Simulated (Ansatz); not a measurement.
Set up this calculation in Ansatz 0.2.0, as the native input.

```yaml
Task: relaxation of cell and atoms
Functional: revPBE
Potentials_or_basis: Ansatz PAW
Cutoff: "420 eV (not typed: the program's choice for these potentials)"
k_mesh: 7 × 7 × 4
Occupations: fermi-dirac, width 0.05 eV
Spin: no spin polarisation
```

The system is BaTiO3.

```xyz
10
Lattice="-3.8027 -0.0566 -0.0218 -0.0219 -0.0317 -4.1303 -0.1132 -7.9735 -0.0631" Properties=species:S:1:pos:R:3 pbc="T T T"
Ba   -0.2466   -3.9791   -3.7874
Ba   -0.0540   -0.2243   -3.8091
Ti   -1.7732   -1.6800   -2.1731
Ti   -2.0067   -6.1212   -2.0029
O    -1.8588   -1.9453   -0.1906
O    -1.8152   -5.5583   -0.3551
O    -2.1087   -3.6341   -2.2729
O    -2.0275   -0.2908   -2.3182
O    -3.7738   -2.1462   -1.9271
O    -0.1085   -6.6995   -2.1549
```

The cell isn't the ideal one: all atoms moved at random, sigma 0.25 Å a component, cell strained at random, sigma 0.06.

The input as run:

input.yaml

```yaml
crystal:
  lattice:
    - [-3.80268156, -0.05658243, -0.02181512]
    - [-0.02191438, -0.03167986, -4.13033488]
    - [-0.11316485, -7.97351199, -0.06307272]
  atoms:
    - { symbol: Ba, position: [0.04486322, 0.90916552, 0.49511477] }
    - { symbol: Ba, position: [0.00814907, 0.9218096, 0.02441397] }
    - { symbol: Ti, position: [0.45719229, 0.52057169, 0.20538669] }
    - { symbol: Ti, position: [0.50231709, 0.47064326, 0.76225275] }
    - { symbol: O, position: [0.48144089, 0.03993233, 0.24039032] }
    - { symbol: O, position: [0.45628989, 0.07297889, 0.69356516] }
    - { symbol: O, position: [0.5380255, 0.54058565, 0.44980358] }
    - { symbol: O, position: [0.5290554, 0.55799572, 0.03050014] }
    - { symbol: O, position: [0.98202325, 0.45739828, 0.26038045] }
    - { symbol: O, position: [0.00064341, 0.50891906, 0.83819216] }
hamiltonian:
  xc: revpbe
  pseudopotentials: { kind: paw }
kpoints:
  mp_grid: { grid: [7, 7, 4] }
scf:
  occupations: { method: fermi_dirac, width: 0.05 }
output:
  forces: true
  stress: true
  eigenvalues: true
relax:
  f_tol: 0.01
  max_steps: 40
  cell: { stress_tol: 0.05 }
```

Potentials or basis: Ansatz PAW.

Launch:

```bash
$ ansatz run input.yaml --threads 4 --pin off --max-ram 11264MiB --backend cpu --events-out ev --progress --plain --runs-dir out
```

Results of the run:

```
Relaxed volume                         : 13.89 Å³/atom
Relaxed cell                           : a = 3.970 Å, b = 4.190 Å, c = 8.351 Å, α = 89.22°, β = 89.98°, γ = 89.98°
Space group after relaxing (to 0.05 Å) : Amm2 (No. 38)
Energy gained by relaxing              : 1080.4 meV/atom
Ionic steps                            : 13
Pressure after relaxing                : 0.0 GPa
Band gap on the k mesh                 : 2.63 eV, indirect (least direct gap 3.04 eV)
```

Caveat: odd divisions of the mesh miss points on the zone boundary, where band edges often lie, so the gap on the mesh can be too wide; the plane-wave basis is chosen anew once the cell has moved, so the energies of steps on either side of that aren't comparable; the pressure holds a Pulay correction of +0.5 GPa for the finite cutoff; spin-orbit coupling is left out, which moves the levels of the heavy elements; the PAW data sets come from PBE, with cores solved anew for the run's functional, which leaves a small shift of forces and pressure.

Wall time 4.3 min on 4 threads of Arm Neoverse V2, on a shared host, peak memory 0.8 GiB.
